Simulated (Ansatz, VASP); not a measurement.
# One calculation of SrO, two programs

INCAR

```
SYSTEM = SrO
PREC     = Accurate       ! precision mode
ENCUT    = 520            ! plane-wave cutoff, eV
EDIFF    = 1E-7           ! SCF threshold, eV
ISMEAR   = 0              ! smearing method
SIGMA    = 0.02           ! smearing width, eV
LREAL    = .FALSE.        ! projectors in reciprocal space
LASPH    = .TRUE.         ! aspherical terms in the spheres
NELM     = 100            ! most SCF steps
ALGO     = Fast           ! electronic algorithm
ISIF     = 2              ! what is computed and relaxed
LWAVE    = .FALSE.        ! write WAVECAR
LCHARG   = .TRUE.         ! write CHGCAR
GGA      = PE             ! functional
LELF     = .TRUE.         ! ELF
LVHAR    = .TRUE.       
NBANDS   = 24             ! bands
```

File KPOINTS:

```
regular mesh
0
G
  9 9 6
  0 0 0
```

File POSCAR:

```
SrO
1.0
    3.7466224952     -0.2031770130      0.1230858994
   -2.0492677023      3.1430995293      0.1230913155
    0.2153674099      0.3730382388      6.3036623323
Sr O
2 2
Direct
    0.3269810067      0.6730189933      0.2500000000
    0.6639876595      0.3360123405      0.7500000000
    0.0028082984     -0.0062230354     -0.0015316280
    0.0062230354     -0.0028082984      0.5015316280
```

Input for Ansatz:

```yaml
crystal:
  lattice:
    - [3.7466224952, -0.203177013, 0.1230858994]
    - [-2.0492677023, 3.1430995293, 0.1230913155]
    - [0.2153674099, 0.3730382388, 6.3036623323]
  atoms:
    - { symbol: Sr, position: [0.3269810067, 0.6730189933, 0.25] }
    - { symbol: Sr, position: [0.6639876595, 0.3360123405, 0.75] }
    - { symbol: O, position: [0.0028082984, -0.0062230354, -0.001531628] }
    - { symbol: O, position: [0.0062230354, -0.0028082984, 0.501531628] }
basis:
  ecutwfc: 420
kpoints:
  mp_grid: { grid: [9, 9, 6] }
hamiltonian:
  xc: pbe
scf:
  occupations: { method: gaussian, width: 0.02 }
output:
  forces: true
  stress: true
  eigenvalues: true
```

Alike in both runs: task single point; functional PBE; k mesh 9 × 9 × 6; occupations gaussian, width 0.02 eV; no spin polarisation.

|  | VASP | Ansatz |
| --- | --- | --- |
| version | VASP 6.6.1 | Ansatz 0.2.0 |
| potentials or method | VASP PAW PBE potentials, release 64 (Sr_sv, O) | scalar-relativistic, plane waves, PAW |
| plane-wave cutoff (eV) | 520 | 420 |
| valence electrons in the cell | 32 | 32 |

```tsv
	VASP	Ansatz	Ansatz less VASP
gap on the k mesh at the Fermi level (eV)	2.73	2.73	+0.005
least direct gap on the mesh (eV)	2.73	2.73	+0.005
pressure (GPa)	-0.1	-0.7	-0.53
largest component of the traceless stress (GPa)	5.39	5.33	-0.056
rms of the force components (eV/Å)	0.142	0.136	-0.0053
```

Atom by atom the forces differ by 0.014 eV/Å (rms over components). Ansatz warned: «near_symmetry_operations_not_taken».

Caveats: an odd mesh through Γ misses points on the zone boundary, where band edges often lie.
